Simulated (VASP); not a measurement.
## PtSe: single point with PBE+U

Crystal: PtSe.

```
Pt Se
1.0
     0.00000    3.03745    3.03745
     3.03745    0.00000    3.03745
     3.03745    3.03745    0.00000
Pt Se
1 1
Direct
  0.00000 0.00000 0.00000
  0.25000 0.25000 0.25000
```

The cell comes from a database or a generator and needn't be the stable form of this composition.

```yaml
Program: VASP 6.6.1
Task: single point
Functional: PBE
Potentials_or_basis: VASP PAW PBE potentials, release 64 (Pt, Se)
Cutoff: 520 eV
k_mesh: 5 × 5 × 5
Occupations: gaussian, width 0.05 eV
Spin: collinear spin, ferromagnetic start
Starting_moments: "[0.5, 0.0] μB"
Hubbard_terms: Pt d U = 4 eV
```

```yaml
Pressure: -11.9 GPa
Band_gap_on_the_k_mesh: none (metal or under the smearing width)
Net_moment: 0.09 μB per cell
Site_moments: Pt +0.06; Se +0.02 μB
Valence_electrons_inside_the_program's_atomic_spheres: Pt 9.25; Se 3.63
```

Levels at points of the mesh, in eV from the Fermi level:
Spin up:
```csv
k point,band 5,band 6,band 7,band 8,band 9,band 10
"(0.00, 0.00, 0.00)",-2.76,-2.76,0.75,1.62,1.62,1.62
```
Spin down:
```csv
k point,band 4,band 5,band 6,band 7,band 8,band 9,band 10,band 11
"(0.00, 0.00, 0.00)",-4.42,-2.71,-2.71,0.78,1.68,1.68,1.68,7.01
```

Eigenvalues of the final occupation matrices:
| site | spin | trace | eigenvalues |
| --- | --- | --- | --- |
| site 1 d | 1 | 4.27 | 0.82 0.82 0.82 0.90 0.90 |
| site 1 d | 2 | 4.21 | 0.80 0.80 0.80 0.90 0.90 |

Wall time 18 s on 1 thread of Intel(R) Xeon(R) 6975P-C (Granite Rapids), with other jobs on the host, peak memory 0.19 GiB.

Spin-orbit coupling is left out, which matters for the levels of Pt. The state reached can hang on the start; a lower one may exist.
